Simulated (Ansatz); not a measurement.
## V_N in Si3N4 (P6_3/m) with several kinds of pseudopotentials

Aim: the (+1/0) level of V_N in Si3N4 (P6_3/m) as a function of the pseudopotential files, with the cost of each choice. The model is a cell of 126 host atoms with 1 N taken out; the atoms are relaxed once and then held.

Program: Ansatz 0.2.0. Level of theory: plane-wave DFT; relaxations with PBEsol, then single points with PBEsol, on supercells at fixed charge in a uniform background. Results are calculated unless marked as measured.

This is a report of a sequence of runs, with most program output left out.

## Step 1: The structure

The cell holds 125 atoms: 54 Si and 71 N. Its edges and angles: a = 13.206 Å, b = 13.206 Å, c = 8.731 Å, α = 90.0°, β = 90.0°, γ = 120.0°. It derives from Si3N4 (space group P6_3/m). Nearest the centre at fractional (0.576, 0.453, 0.583): Si100 at 1.74 Å, Si59 at 1.74 Å, Si56 at 1.74 Å, N62 at 2.78 Å, N122 at 2.82 Å, N81 at 2.82 Å, N115 at 2.82 Å, N74 at 2.82 Å. The cell carries charge +1.

Known beforehand: the electronic dielectric constant, (4.29, 4.29, 4.37), and the static one, (8.29, 8.29, 8.25), from a response run on this crystal (DFPT, PBEsol) at that run's own cell.

The cell's shortest repeat is 8.7 Å.

## Step 2: Relaxing both charge states, PBEsol

The study needs fixed structures, so each charge is relaxed once, at one point at (¼, ¼, ¼), from small random displacements that break the symmetry of the site.

The input, qp1.relax/input.yaml:

```yaml
crystal:
  lattice:
    - [11.43668588, 6.60297367, 0.0]
    - [-11.43668588, 6.60297367, 0.0]
    - [0.0, 0.0, 2.91025578]
  atoms:
    - { symbol: Si, position: [0.0195, 0.806555, 0.75] }
    - { symbol: Si, position: [0.352834, 0.473222, 0.75] }
    - { symbol: Si, position: [0.686167, 0.139889, 0.75] }
    - { symbol: Si, position: [0.212945, 0.0195, 0.25] }
    - { symbol: Si, position: [0.546278, 0.686167, 0.25] }
    - { symbol: Si, position: [0.879612, 0.352834, 0.25] }
    - { symbol: Si, position: [0.139889, 0.453722, 0.25] }
    - { symbol: Si, position: [0.473222, 0.120388, 0.25] }
    - { symbol: Si, position: [0.806555, 0.787055, 0.25] }
    - { symbol: Si, position: [0.193445, 0.212945, 0.75] }
    - { symbol: Si, position: [0.526778, 0.879612, 0.75] }
    - { symbol: Si, position: [0.860111, 0.546278, 0.75] }
    - { symbol: Si, position: [0.120388, 0.647166, 0.75] }
    - { symbol: Si, position: [0.453722, 0.313833, 0.75] }
    - { symbol: Si, position: [0.787055, 0.9805, 0.75] }
    - { symbol: Si, position: [0.313833, 0.860111, 0.25] }
    - { symbol: Si, position: [0.647166, 0.526778, 0.25] }
    - { symbol: Si, position: [0.9805, 0.193445, 0.25] }
    - { symbol: "N", position: [0.0, 0.666667, 0.75] }
    - { symbol: "N", position: [0.333333, 0.333333, 0.75] }
    - { symbol: "N", position: [0.666667, 0.0, 0.75] }
    - { symbol: "N", position: [0.0, 0.333333, 0.25] }
    - { symbol: "N", position: [0.333333, 0.0, 0.25] }
    - { symbol: "N", position: [0.666667, 0.666667, 0.25] }
    - { symbol: "N", position: [0.213458, 0.456533, 0.75] }
    - { symbol: "N", position: [0.546792, 0.123199, 0.75] }
    - { symbol: "N", position: [0.880125, 0.789866, 0.75] }
    - { symbol: "N", position: [0.090259, 0.880125, 0.25] }
    - { symbol: "N", position: [0.423592, 0.546792, 0.25] }
    - { symbol: "N", position: [0.756926, 0.213458, 0.25] }
    - { symbol: "N", position: [0.123199, 0.576408, 0.25] }
    - { symbol: "N", position: [0.456533, 0.243074, 0.25] }
    - { symbol: "N", position: [0.789866, 0.909741, 0.25] }
    - { symbol: "N", position: [0.210134, 0.090259, 0.75] }
    - { symbol: "N", position: [0.543467, 0.756926, 0.75] }
    - { symbol: "N", position: [0.876801, 0.423592, 0.75] }
    - { symbol: "N", position: [0.119875, 0.210134, 0.25] }
    - { symbol: "N", position: [0.453208, 0.876801, 0.25] }
    - { symbol: "N", position: [0.786542, 0.543467, 0.25] }
    - { symbol: "N", position: [0.243074, 0.786542, 0.75] }
    - { symbol: "N", position: [0.576408, 0.453208, 0.75] }
    - { symbol: "N", position: [0.909741, 0.119875, 0.75] }
  supercell: [1, 1, 3]
  defects: [{ vacancy: 82 }]
total_charge: 1
basis:
  ecutwfc: 420
  xc_grid: 2
hamiltonian:
  xc: pbesol
  pseudopotentials: { kind: paw, azcp: { folder: soft_1 }, xc_functional: pbe }
kpoints:
  mp_grid: { grid: [1, 1, 1], shift: [0.25, 0.25, 0.25] }
scf:
  occupations: { method: fixed }
  max_iter: 80
output:
  forces: true
  charged_corrections:
    epsilon: [4.29, 4.29, 4.37]
    static_epsilon: [8.29, 8.29, 8.25]
    defect_position: [0.576408, 0.453209, 0.583333]
relax:
  f_tol: 0.015
  max_steps: 60
  random_displacement: { amplitude: 0.04, seed: 85 }
checkpoint:
  write: "../qp1.relax.run"
  compress: false
  write_wavefunctions: true
  write_every: 100000
```

On the command line:

```
ansatz run input.yaml --threads 8 --pin off --max-ram 18841MiB --backend cpu --events-out ev --progress --plain --runs-dir out
```

It took 100 s on 8 threads of Arm Neoverse V1, shared host; peak memory 3.1 GiB.

The steps of the relaxation:

| step | energy less that of the first step (eV) | largest force component (eV/Å) |
| --- | --- | --- |
| 1 | 0.0000 | 3.2426 |
| 2 | -2.1405 | 1.8292 |
| 3 | -3.3011 | 0.1130 |
| 4 | -3.3081 | 0.0652 |
| 5 | -3.3087 | 0.0652 |
| 6 | -3.3095 | 0.0130 |
| 7 | -3.3095 | 0.0128 |

The atoms that moved most (Å, from the sites as typed, ahead of the random displacement, the mean shift of all atoms taken out):

| atom | dx | dy | dz | length |
| --- | --- | --- | --- | --- |
| Si56 | 0.004 | -0.080 | 0.000 | 0.080 |
| N115 | 0.020 | 0.049 | -0.008 | 0.054 |
| N74 | 0.019 | 0.049 | 0.008 | 0.053 |
| N81 | 0.007 | -0.045 | 0.020 | 0.050 |
| N122 | 0.007 | -0.045 | -0.020 | 0.049 |
| N76 | 0.010 | 0.035 | 0.000 | 0.036 |
| N62 | -0.007 | 0.029 | 0.000 | 0.030 |
| Si44 | -0.027 | 0.011 | 0.000 | 0.030 |

The atoms nearest to the centre after the run:

| atom | distance (Å) |
| --- | --- |
| Si100 | 1.730 |
| Si59 | 1.730 |
| Si56 | 1.817 |
| N62 | 2.755 |
| N115 | 2.779 |
| N74 | 2.779 |
| N81 | 2.781 |
| N122 | 2.781 |
| N107 | 2.836 |
| N66 | 2.836 |

| charge | moment set (μB) | steps | largest displacement (Å) | time |
| --- | --- | --- | --- | --- |
| 0 | 1 | 10 | 0.22 | 5.3 min |
| +1 | 0 | 7 | 0.08 | 100 s |

The relaxation ends 26 meV an atom lower than the displaced start, with a largest force component of 0.013 eV/Å.

## Step 3: First setting: soft PAW, 420 eV

Total energies have another zero for each set of files, but a level against the valence top must not depend on them. The spread measures the error of the potentials and cutoffs, not that of the functional or the cell.

The input, qp1.fdefault/input.yaml:

```yaml
crystal:
  checkpoint: "../qp1.relax.run"
  host: checkpoint
total_charge: 1
basis:
  ecutwfc: 420
  xc_grid: 2
hamiltonian:
  xc: pbesol
  pseudopotentials: { kind: paw, azcp: { folder: soft_1 }, xc_functional: pbe }
kpoints:
  mp_grid: { grid: [1, 1, 1], shift: [0.25, 0.25, 0.25] }
scf:
  occupations: { method: fixed }
  max_iter: 80
output:
  forces: true
  charged_corrections:
    epsilon: [4.29, 4.29, 4.37]
    static_epsilon: [8.29, 8.29, 8.25]
    defect_position: [0.576408, 0.453209, 0.583333]
  eigenvalues: true
checkpoint:
  write: "../qp1.fdefault.run"
  compress: false
  write_wavefunctions: false
  write_every: 100000
```

It took 25 s on 8 threads; peak memory 2.8 GiB; 3.1 min of CPU time.

Both charges and the host at this setting go to place-levels, which corrects for the image charge and aligns the potentials.

The input, levels.fdefault.yaml:

```yaml
host:
  run: host.fdefault.run
states: [q0_M1.fdefault.run, qp1.fdefault.run]
geometry_from:
  q0_M1.fdefault.run: q0_M1.relax.run
  qp1.fdefault.run: qp1.relax.run
  host.fdefault.run: host.relax.run
```

On the command line:

```
ansatz place-levels levels.fdefault.yaml -- --threads 8 --pin off --max-ram 18841MiB
```

Wall time 0.23 s (8 threads).

At this setting the gap is 4.186 eV and (+1/0) lies 1.642 eV above the valence top.

## Step 4: The other settings

In the defect's inputs only the studied keys change. One input of each further setting:

qp1.fhard/input.yaml, as its differences from qp1.fdefault/input.yaml of step 3:

```diff
@@ -5,3 +5,3 @@
 basis:
-  ecutwfc: 420
+  ecutwfc: 950
   xc_grid: 2
@@ -9,3 +9,3 @@
   xc: pbesol
-  pseudopotentials: { kind: paw, azcp: { folder: soft_1 }, xc_functional: pbe }
+  pseudopotentials: { kind: paw, source: ansatz }
 kpoints:
@@ -23,3 +23,3 @@
 checkpoint:
-  write: "../qp1.fdefault.run"
+  write: "../qp1.fhard.run"
   compress: false
```

qp1.fnc/input.yaml, as its differences from qp1.fhard/input.yaml of step 4:

```diff
@@ -5,3 +5,3 @@
 basis:
-  ecutwfc: 950
+  ecutwfc: 1200
   xc_grid: 2
@@ -9,3 +9,3 @@
   xc: pbesol
-  pseudopotentials: { kind: paw, source: ansatz }
+  pseudopotentials: { kind: nc }
 kpoints:
@@ -23,3 +23,3 @@
 checkpoint:
-  write: "../qp1.fhard.run"
+  write: "../qp1.fnc.run"
   compress: false
```

Norm-conserving, 1200 eV: its level rests on band edges found in another way, so it is left out of the table.

## Step 5: Result against cost

Times of the states on 8 threads of Arm Neoverse V1, shared host; the host is run again at each setting:

| pseudopotential files | gap (eV) | (+1/0) above the valence top (eV) | under the conduction bottom (eV) | level less that at harder PAW, 950 eV (meV) | time, both charge states | time, host and placing | peak memory of a state (GiB) |
| --- | --- | --- | --- | --- | --- | --- | --- |
| soft PAW, 420 eV | 4.186 | 1.642 | 2.544 | 11 | 83 s | 6.9 min | 5.1 |
| harder PAW, 950 eV | 4.177 | 1.631 | 2.546 | 0 | 8.1 min | 38 min | 14.7 |

## Step 6: Results

- (plus 1/0) level, soft PAW, 420 eV: 1.64 eV
- (plus 1/0) level, harder PAW, 950 eV: 1.63 eV

Over the settings in the table the level spans 0.011 eV; soft PAW, 420 eV lies within 0.02 eV of the reference (harder PAW, 950 eV, 1.63 eV); soft PAW, 420 eV takes 17 % of its time for the two charge states. Only the charges 0 and +1 were run, each from one start, so (+1/0) need not be a change between stable states. Left out of the table: norm-conserving, 1200 eV (1.62 eV), placed on band edges found in another way than the rows above. What this leaves open: one k-point off the zone centre stands for the whole zone; the images are only 8.7 Å apart; PBEsol makes the gap too small and tends to spread out bound carriers.

[Logs are printed without paths, hosts, clocks, repeated set-up lines and the standing remarks that a program may print on its own settings, such as how far it seeks lower states.]

[Hosts, paths, dates, database ids (printed as entryN), source tags and the programs' standing remarks are cut or masked in the printed files.]

[Where a table of states has a column of steps, it counts the stored structures, which are thinned; the runs took as many ionic steps or more.]

[For some hosts the program warned that the k-mesh of the response run may be too coarse for force constants and the static dielectric constant; such warnings are not shown here.]
